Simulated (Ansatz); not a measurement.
## Si (Fd-3m), ideal shear of a crystal plane

Method: DFT r2SCAN, scalar-relativistic, plane waves, PAW (Ansatz). The runs took a 500 eV cutoff, a Γ-centred 8×8×3 mesh and Gaussian smearing (0.05 eV). No spin polarisation. Energies are free energies at this smearing, counted from the undisturbed cell; pressure is positive in compression.

The undisturbed cell (as given, not relaxed at this level; it stands at 0.7 GPa):

```
Si
1.0
     2.71547   -2.71547    0.00000
     2.71547    0.00000   -2.71547
     5.43094    5.43094    5.43094
Si
6
Direct
  0.66667 0.66667 0.54163
  0.00000 0.00000 0.20830
  0.33333 0.33333 0.87497
  0.66667 0.66667 0.79163
  0.00000 0.00000 0.45830
  0.33333 0.33333 0.12497
```

The cut lies on the cell's a–b face, a (1 1 1) plane (indices in the standard cell, whose axes needn't be the Cartesian ones shown) of area 12.77 Å², between layers 2.35 Å apart. Vector c is tilted by f times 1·a + 0·b (length 3.840 Å) with the atoms' Cartesian places fixed: one unrelaxed fault a cell. The traction is dγ/du, the slope of γ against the slip u in Å. Some rows repeat others by symmetry and weren't run.

| f | γ (mJ/m²) | traction (GPa) |
| --- | --- | --- |
| 0.0000 | 0 | 0.0 |
| 0.1000 | 110 | 5.9 |
| 0.2000 | 455 | 12.1 |
| 0.3000 | 996 | 15.5 |
| 0.4000 | 1556 | 12.6 |
| 0.5000 | 1815 | 0.0 |
| 0.6000 | 1556 | -12.6 |
| 0.7000 | 996 | -15.5 |
| 0.8000 | 455 | -12.1 |
| 0.9000 | 110 | -5.9 |

Q: Read off the first barrier and the stress needed to climb it, and compare with Frenkel's sinusoid.

A: The first sampled maximum lies at f = 0.500, a slip of 1.92 Å, with γ ≈ 1815 mJ/m², which stands in for the unstable fault energy γ_us, and the steepest sampled slope before it is 15.5 GPa. A sinusoid γ = γ_us sin²(πu/λ) with its maximum there has λ = 3.84 Å and a largest slope πγ_us/λ = 14.8 GPa (1 mJ/m² per Å = 0.01 GPa). The stand-in is too high: the stress and forces give a traction of 2.7 GPa across the line at this point, so it is no saddle, and slip that bends off the line crosses lower.

Q: Is there a metastable fault on this line?

A: Apart from points where γ returns to about zero, no local minimum shows among the samples, so at this sampling the line offers no fault for a dislocation to split on; a fault can still lie off the line.

The cut is rigid; relaxing the faces lowers these energies and usually the stresses.

The gap closes along the scan, which can put kinks into the curve.